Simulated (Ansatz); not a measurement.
# WS2: pressure against volume

The task here is to estimate one member of a computed series from the others.

Program: Ansatz 0.2.0. Level of theory: DFT LDA, scalar-relativistic. These are calculated values, not measurements.

**Starting point**

The structure is trigonal, space group R3m (No. 160). The conventional cell has a = 3.158 Å, b = 3.158 Å, c = 18.490 Å, α = 90.00°, β = 90.00°, γ = 120.00°. Around W (site symmetry 3m) lie 6 S at 2.39 to 2.42 Å. Around S (site symmetry 3m) lie 3 W at 2.39 Å. Around S (site symmetry 3m) lie 3 W at 2.42 Å.

As a file:

```cif
data_structure
_symmetry_space_group_name_H-M 'R3m:H'
_symmetry_Int_Tables_number 160
_cell_length_a 3.1580
_cell_length_b 3.1580
_cell_length_c 18.4900
_cell_angle_alpha 90.000
_cell_angle_beta 90.000
_cell_angle_gamma 120.000
_cell_volume 159.70
loop_
_atom_site_label
_atom_site_type_symbol
_atom_site_symmetry_multiplicity
_atom_site_Wyckoff_symbol
_atom_site_fract_x
_atom_site_fract_y
_atom_site_fract_z
_atom_site_occupancy
W1 W 3 a 0.00000 0.00000 0.00000 1
S1 S 3 a 0.66667 0.33333 0.08363 1
S2 S 3 a 0.33333 0.66667 0.24767 1
```

The file gives the conventional cell by its symmetry; the runs use the cell typed in the input.

Atoms are numbered in the order of the input: W1, S2, S3.

Set-up of the first run:

Input file input.yaml:

```yaml
crystal:
  lattice:
    - [1.5467668421, 0.8930262526, 6.0375124514]
    - [-1.5467668421, 0.8930262526, 6.0375124514]
    - [0.0, -1.7860525053, 6.0375124514]
  atoms:
    - { symbol: W, position: [0.0, 0.0, 0.0] }
    - { symbol: S, position: [0.7503, 0.7503, 0.7503] }
    - { symbol: S, position: [0.581, 0.581, 0.581] }
kpoints:
  mp_grid: { grid: [13, 13, 13] }
  band_path:
    path:
      - [0.0, 0.0, 0.0]
      - [0.5, 0.5, 0.5]
      - [0.8187478403, 0.1812521597, 0.5]
      - [0.5, -0.1812521597, 0.1812521597]
      - [0.5, 0.0, 0.0]
      - [0.0, 0.0, 0.0]
      - [0.3406260799, -0.3406260799, 0.0]
      - [0.6593739201, 0.0, 0.3406260799]
      - [0.5, 0.0, 0.5]
    npoints: 5
scf:
  occupations: { method: fermi_dirac, width: 0.08 }
hamiltonian:
  xc: lda
  pseudopotentials: { kind: all_electron, lapw: { basis_error: 0.0005 } }
output:
  forces: true
  stress: true
  eigenvalues: true
```

Run with:

```bash
$ ansatz run input.yaml --threads 1 --pin off --max-ram 6144MiB --backend cpu --events-out ev --progress --plain --runs-dir out
```

Steps of the session up to this table: Volume × 0.94, LAPW; Volume × 0.94, PAW; Volume × 0.94, crystal datasets; Volume × 0.98, LAPW; Volume × 0.98, PAW; Volume × 0.98, crystal datasets; Volume × 1.01, LAPW; Volume × 1.01, PAW; Volume × 1.01, crystal datasets; Volume × 1.04, LAPW; Volume × 1.04, PAW; Volume × 1.04, crystal datasets.

One of the session's tables, all rows but one given; the rest of the session is left out.

It belongs to the step «The equation of state». 

```
          method  volume (Å³/atom)  gap on the k mesh (eV)  largest force (eV/Å)
            LAPW            16.679                    0.95                 1.237
            LAPW            17.389                    0.98                 0.613
            LAPW            17.921                    1.00                 0.727
            LAPW            18.454                    1.02                 1.179
             PAW            16.679                    0.94                 1.241
             PAW            17.389                    0.98                 0.613
             PAW            17.921                       ?                     ?
             PAW            18.454                    1.01                 1.182
crystal datasets            16.679                    0.95                 1.237
crystal datasets            17.389                    0.98                 0.613
crystal datasets            17.921                    1.00                 0.727
crystal datasets            18.454                    1.02                 1.179
```

**Question.** Estimate the row for PAW, 17.921.

The run gave: gap on the k mesh (eV): 1.00; largest force (eV/Å): 0.729.

Caveats from the session: Warnings in the runs' records: gradients without spin orbit, crystal datasets made.
